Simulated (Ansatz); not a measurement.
Relaxed ZrO2 (baddeleyite type, space group P2_1/c):

```xyz
12
Lattice="5.1893 0.0000 0.0000 0.0000 5.2418 0.0000 -0.9034 0.0000 5.3026" Properties=species:S:1:pos:R:3 pbc="T T T"
Zr     1.2409     0.2298     1.1144
Zr     3.4967     2.8507     1.5369
Zr     3.0450     5.0120     4.1882
Zr     0.7892     2.3911     3.7657
O      0.0203     1.7095     1.8571
O      4.7173     4.3304     0.7943
O      4.2656     3.5323     3.4456
O     -0.4314     0.9114     4.5084
O      1.9114     3.9667     2.5202
O      2.8261     1.3458     0.1311
O      2.3744     1.2751     2.7824
O      1.4597     3.8960     5.1715
```

A phonon eigenvector at Γ is frozen into this cell: atom i moves by Q times the vector below, so Q is the largest atomic displacement, in Å. The cell is held.

| atom | x | y | z |
|---|---|---|---|
| Zr1 | -0.713 | 0.195 | 0.673 |
| Zr2 | 0.713 | 0.195 | -0.673 |
| Zr3 | -0.713 | 0.195 | 0.673 |
| Zr4 | 0.713 | 0.195 | -0.673 |
| O5 | -0.322 | -0.341 | -0.054 |
| O6 | 0.322 | -0.341 | 0.054 |
| O7 | -0.322 | -0.341 | -0.054 |
| O8 | 0.322 | -0.341 | 0.054 |
| O9 | -0.349 | -0.770 | -0.144 |
| O10 | 0.349 | -0.770 | 0.144 |
| O11 | -0.349 | -0.770 | -0.144 |
| O12 | 0.349 | -0.770 | 0.144 |

The numbers are results of PBE (plane waves to 420 eV, PAW, scalar-relativistic; Ansatz, a program for electronic structure), not measurements. k mesh 5×5×5 (Γ-centred), Fermi-Dirac smearing 0.05 eV. E stands for the smeared free energy. The PAW data are Ansatz's earlier set. ZrO2 is run without spin polarisation. ZrO2 was relaxed with its symmetry unable to fall. The zero of ΔE is the undisplaced structure.

```tsv
Q (Å)	ΔE (meV/cell)
-0.2800	3525
-0.2333	2374
-0.1867	withheld
-0.1400	821
-0.0933	361
-0.0467	90
0.0000	0
0.0467	90
0.0933	361
0.1400	821
0.1867	withheld
0.2333	2374
0.2800	3525
```

**Question.** Fit an even polynomial form (powers 2, 4, 6) to the given rows and predict ΔE at Q = 0.1867.

**Answer.** Least squares on the 11 given rows: ΔE = (41070)·Q² + (40280)·Q⁴ + (119700)·Q⁶, in meV/cell with Q in Å; root-mean-square residual 0.2 meV/cell. At 0.1867 the fit gives 1486 meV/cell; the calculation gives 1485 meV/cell, so the interpolation is off by 1 (+0.1 %). The quadratic term alone would give 1432 meV/cell.

(For displaced atoms, the force is minus the slope of the energy, and its curvature is a force constant, which sets phonon frequencies.)
